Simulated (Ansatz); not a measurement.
Crystal: Bi.

```
CELL_PARAMETERS angstrom
2.26750 1.30914 3.93800
-2.26750 1.30914 3.93800
0.00000 -2.61828 3.93800
ATOMIC_POSITIONS crystal
Bi 0.76600 0.76600 0.76600
Bi 0.23400 0.23400 0.23400
```

Base run:

```yaml
Program: Ansatz 0.2.0
Functional: PBE0
Potentials_or_basis: Ansatz PAW
Cutoff: 420 eV
Density_cutoff: 1680 eV
k_mesh: 6 × 6 × 6
Occupations: fermi-dirac, width 0.05 eV
Spin: no spin polarisation
```

Its results: band gap on the k mesh 0.36 eV, indirect (least direct gap 0.60 eV); largest force 0.183 eV/Å.

Q: The run is repeated on the same cell with these changes: functional from PBE0 to HSE06. What comes out?

A: Band gap on the k mesh none (metal or under the smearing width); largest force 0.121 eV/Å.

Caveats: the PAW data sets come from PBE, with cores solved anew for the run's functional, which leaves a small shift of forces and pressure; spin-orbit coupling is left out, which as a rule narrows the gap of such compounds by several tenths of an eV (some runs); spin-orbit coupling is left out, which moves the levels of the heavy elements (some runs).

A k mesh can miss the band edges.

Not every run made on this cell is shown here.
